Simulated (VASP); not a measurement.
Y, 2 atoms in the cell. The structure is hexagonal, space group P6_3/mmc (No. 194). Conventional cell: a = 3.595 Å, b = 3.595 Å, c = 5.571 Å, α = 90.00°, β = 90.00°, γ = 120.00°. Y (site symmetry -6m2) is surrounded by 12 Y at 3.47 to 3.60 Å. The cell was built by a generator and needn't be a form met in nature.

| Quantity | Value |
| --- | --- |
| Program | VASP 6.6.1 |
| Task | electrostatic potential |
| Functional | revPBE |
| Dispersion | D3(BJ) |
| Potentials or basis | VASP PAW PBE potentials, release 64 (Y_sv) |
| Cutoff | 520 eV |
| k mesh | 14 × 14 × 8 |
| Occupations | methfessel-paxton, width 0.1 eV |
| Spin | no spin polarisation |
| Further INCAR settings | ALGO = Normal; EDIFF = 1e-06 |

Potentials or basis: VASP PAW PBE potentials, release 64 (Y_sv).

The run is started by

```bash
$ cat potpaw_PBE.64/Y_sv/POTCAR > POTCAR
$ mpirun -np 1 vasp_std > vasp.out
```

Hardware: 1 thread of Intel(R) Xeon(R) 6975P-C (Granite Rapids), with other jobs on the host.

Problem. How long does it take, and how much memory?

Solution. Wall time 44 s on 1 thread of Intel(R) Xeon(R) 6975P-C (Granite Rapids), on a shared host, peak memory 0.27 GiB. Counts: scf iterations 14, k points 120.
